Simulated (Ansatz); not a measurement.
The system is Au.

```xyz
1
Lattice="-1.6573 1.6573 1.6573 1.6573 -1.6573 1.6573 1.6573 1.6573 -1.6573" Properties=species:S:1:pos:R:3 pbc="T T T"
Au    0.0000    0.0000    0.0000
```

This isn't the form of Au at room conditions, which is fcc.

Below is the output of Ansatz 0.2.0 for this cell. Logs are shortened: lines on timing, memory, paths and dates and some standing lists are left out, and cuts for length are marked.

```text
Warning: RAYON_NUM_THREADS=2 ignored (pool sized by the plan → 2); use --threads N
Engine: ansatz 0.2.0, x86_64-unknown-linux-gnu
Pseudopotentials: kind: paw
Pseudopotential: Au, paw, valence charge 19, recommended cutoff 500 eV (meta_gga), Au.paw.azcp
Functional definition: r2SCAN
  parameter k0 = 0.174
  parameter k1 = 0.065
  parameter a1 = 4.9479
  exchange = r2scan_x(k0 = k0, k1 = k1, a1 = a1)
  correlation = r2scan_c
Crystal: 1 atoms, lattice volume = 18.207 Å³
Basis set: ecut = 500 eV, 459 PW (Γ), exchange–correlation on 96×96×96 points (64 copies of the dense FFT grid, shifted against one another)
Bands: 14, of which v1, the nominal top of the filled ones, is band 10 counted from 1 (9 counted from 0)
Symmetry: 48 space group operations
Space group: Im-3m (ITA 229), of the structure as read, at distance tolerance 2.6e-5 Å
k-points: 56 of 1331
Non-local potential: Au, projectors of the file, l = 0: 3, l = 1: 2, l = 2: 2, l = 3: 1
PAW form: soft (Blöchl's): semilocal exchange-correlation on the pseudo side does not see the compensation charge
PAW frozen core: Au, regenerated for the run's functional (the file was generated under x = pbe(κ = 0.804, μ = 0.2195149727645171), c = pbe(β = 0.06672455060314922))
PAW one-centre angular grid: Au, 590 points (default); XC on 160 Gauss nodes
Initial density: superposition of atomic densities (neutral atoms: chi_scale 0, normalization atom), corrected by the library's trained network
Initial wavefunctions: pseudopotential atomic-orbital guess
Functional: x = r2scan, c = r2scan; τ floored in thin density (d = 2e-4 eV/Å³)
SCF iter   1: F=—  HF=-13163.487450 eV  |F-HF|=—  |Δ(HF+E_count)|=         —  Δρ=1.58e-2  dr2=4.83e-2  dr2_τ=3.35e-3  ethr=1.77e-3  ⟨swp⟩=5.3  Hψ=4128  notcnv=0
preconditioner: auto → Kerker (q_TF=auto, 2.748 Å⁻¹)  [metal: Δε(μ)=0.048 eV  Ē_g=16.459 eV  σ=0.050 eV  W_gap=0.23  n_scr=12 (ndim 8)  ℏωp=28.9 eV  f_vac=0.000  D(μ)=0.71/eV (n_scr^D=0)]
SCF iter   2: F=—  HF=-13163.476700 eV  |F-HF|=—  |Δ(HF+E_count)|=   1.08e-2  Δρ=6.16e-3  dr2=6.73e-3  dr2_τ=1.25e-3  ethr=2.54e-4  ⟨swp⟩=2.0  Hψ=1461  notcnv=0  defer=20
SCF iter   3: F=—  HF=-13163.477337 eV  |F-HF|=—  |Δ(HF+E_count)|=   6.38e-4  Δρ=2.32e-3  dr2=7.91e-4  dr2_τ=3.22e-5  ethr=3.54e-5  ⟨swp⟩=2.3  Hψ=1212  notcnv=0  defer=20
SCF iter   4: F=—  HF=-13163.477635 eV  |F-HF|=—  |Δ(HF+E_count)|=   2.98e-4  Δρ=6.78e-4  dr2=5.18e-5  dr2_τ=5.25e-6  ethr=4.16e-6  ⟨swp⟩=2.1  Hψ=1245  notcnv=0  defer=20
SCF iter   5: F=—  HF=-13163.477653 eV  |F-HF|=—  |Δ(HF+E_count)|=   1.87e-5  Δρ=1.71e-4  dr2=6.21e-6  dr2_τ=3.04e-7  ethr=2.72e-7  ⟨swp⟩=2.0  Hψ=1096  notcnv=0  defer=20
[... 63 lines left out ...]
SCF converged after 5 iterations
Free energy (F): -13163.456141 eV
Harris-Foulkes:  -13163.456141 eV  (|F-HF|=5.46e-12)
Internal energy: -13163.450299 eV  (E = F + TS)
E sigma→0 (E₀):  -13163.453220 eV
Entropy (-TS):   -0.005842 eV (-5.842 meV/atom)
Fermi energy:    20.985546 eV
--- Per-component energies (eV) ---
  E_band       = -216.703310
  E_kinetic    = 606.576749
  E_local      = -1677.518734  (includes V_loc(G=0)·N_el)
  E_nonlocal   = 75.779874
  E_hartree    = 720.156868
  E_xc         = -218.591067
  E_vxc        = -307.445213  (∫ρ·V_xc dr)
  E_paw        = -9731.271705  (= ΣΔE_a)
  E_vpaw       = -375.354109  (= ΣTr[D̂ρ^β])
  E_aug_tail   = 0.000768  (compensation charges beyond the density's cutoff)
  E_vtau       = 20.943635  (kinetic-family band-sum trace: ∫τ·v_τ [+ j·A + Jᵃ·Aᵃ] dr)
  E_ewald      = -2938.406728
  E_core_change = -0.176324  (= ΣΔE_core)
  E_smearing   = -0.005842  (= −TS)
  E_closure    = -0.000000  (closes the sum)
  Σ components = -13163.456141   (vs F -13163.456141, Δ=0.00e0)
--- Forces (eV/Å), atoms counted from 1 ---
  atom   1  Au     0.00000000     0.00000000    -0.00000000
  max |Σ_I F_I| component: 2.10e-30 eV/Å
--- Stress (GPa, compression-positive) ---
        9.972619      -0.000000      -0.000000
       -0.000000       9.972619      -0.000000
        0.000000      -0.000000       9.972619
  P = ⅓ Tr σ = 9.9726 GPa (99.726 kbar)
--- Band table (eV; the first three rows and the last of 56) ---
  k-point 0: bands = ["-86.6456", "-37.3954", "-37.3954", "-37.3954", "10.7885", "15.8203", "15.8203", "15.8203", "17.8731", "17.8731", "38.3290", "38.3290", "38.3290", "46.7807"]
  k-point 1: bands = ["-86.6443", "-37.4167", "-37.4031", "-37.3951", "11.1102", "15.7181", "15.8300", "16.0516", "17.7550", "17.8803", "38.2853", "38.3917", "38.7434", "44.1634"]
  k-point 2: bands = ["-86.6408", "-37.4736", "-37.4237", "-37.3944", "11.9878", "15.4538", "15.8620", "16.7114", "17.5634", "17.9069", "36.7398", "37.8966", "39.8983", "42.2462"]
  k-point 55: bands = ["-86.6161", "-37.5964", "-37.5936", "-37.5936", "13.8211", "13.8511", "18.9495", "18.9495", "19.0724", "26.6199", "28.1883", "28.1883", "32.5323", "38.0166"]
--- Relaxed structure (5 steps of the walk, 5 accepted, 1 SCFs on fresh bases) ---
  F+E_penalty+E_count = -13163.45614064 eV   max|allowed force component| = 0.000e0 eV/Å   (the final SCF, on the basis selected at the relaxed cell)
  cell:  # Å, volume = 16.6783 Å³
    - [-1.6095223668203271, 1.6095223668203271, 1.6095223668203271]
    - [1.6095223668203271, -1.6095223668203271, 1.6095223668203271]
    - [1.6095223668203271, 1.6095223668203271, -1.6095223668203271]
  atoms:
    - { symbol: Au, position: [0.0, 0.0, 0.0] }
```

Task: Write the input and the command behind it.

Result: Relaxation of cell and atoms with r2SCAN, no spin polarisation. The files as run (others can give the same):

input.yaml
```yaml
crystal:
  lattice:
    - [-1.657269, 1.657269, 1.657269]
    - [1.657269, -1.657269, 1.657269]
    - [1.657269, 1.657269, -1.657269]
  atoms:
    - { symbol: Au, position: [0.0, 0.0, 0.0] }
hamiltonian:
  xc: r2scan
  pseudopotentials: { kind: paw }
kpoints:
  mp_grid: { grid: [11, 11, 11] }
scf:
  occupations: { method: fermi_dirac, width: 0.05 }
output:
  forces: true
  stress: true
  eigenvalues: true
relax:
  f_tol: 0.01
  max_steps: 40
  cell: { stress_tol: 0.05, p_target: 10.0 }
```

Potentials or basis: Ansatz PAW.
Run with:
```bash
$ ansatz run input.yaml --threads 2 --pin off --max-ram 5632MiB --backend cpu --events-out ev --progress --plain --runs-dir out
```

Caveat: the plane-wave basis is chosen anew once the cell has moved, so the energies of steps on either side of that aren't comparable; the PAW data sets come from PBE, with cores solved anew for the run's functional, which leaves a small shift of forces and pressure.
